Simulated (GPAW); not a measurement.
Runs of GPAW 26.7.0 on BaS. It takes space group Fm-3m (No. 225, cubic). The conventional cell has a = 6.388 Å, b = 6.388 Å, c = 6.388 Å, α = 90.00°, β = 90.00°, γ = 90.00°. Ba (site symmetry m-3m) is surrounded by 6 S at 3.19 Å. S (site symmetry m-3m) is surrounded by 6 Ba at 3.19 Å. 

```csv
task,level,potentials or basis,spin,cell,cutoff (eV),maxiter,convergence,supercell,supercell k mesh,displacement,grid spacing,other keys,gap on the mesh (eV),pressure (GPa)
phonons,BEEF-vdW,"GPAW PAW data sets (gpaw-data 1.2.1), fd",off,atoms relaxed,-,150,density=1e-06 eigenstates=1e-09,1 × 1 × 1,7 × 7 × 7,0.01,0.16 Å,-,2.34,-
phonons,rSCAN+D4,"GPAW PAW data sets (gpaw-data 1.2.1), newer versions, pw",off,atoms relaxed,510,150,density=1e-06 eigenstates=1e-09,1 × 1 × 1,7 × 7 × 7,0.02,-,-,2.52,0.5
band structure,PBE,"PAW data sets generated in the run's folder for this functional, pw",off,as given,600,150,-,-,-,-,-,-,2.19,(b)
single point,PBE,"GPAW PAW data sets (gpaw-data 1.2.1), pw",off,as given,1200,80,-,-,-,-,-,"several, not listed",2.19,1.3
band structure,PBEsol,"PAW data sets generated in the run's folder for this functional, pw","SOC, no magnetisation",as given,600,150,-,-,-,-,-,-,2.01,(a)
```

Alike in all rows: k mesh 7 × 7 × 7; smearing fermi-dirac 0.05 eV.

Question: Fill in the values left out.

Answer: (a) -0.8; (b) 1.2.

Caveats: spin-orbit coupling is left out, which moves the levels of the heavy elements (some runs); an odd mesh through Γ misses points on the zone boundary, where band edges often lie (some runs); the LO-TO splitting is left out (some runs); the PAW data sets were made with another functional, which shifts forces and pressure a little (some runs); the cutoff is short for stress and forces, so pressures can be off by a GPa or more (some runs); spin-orbit coupling was added after a scalar SCF, so levels and gaps hold it while energy, forces, pressure and moments don't (some runs).

A k mesh can miss the band edges, and rows without SOC leave out spin-orbit coupling on Ba.
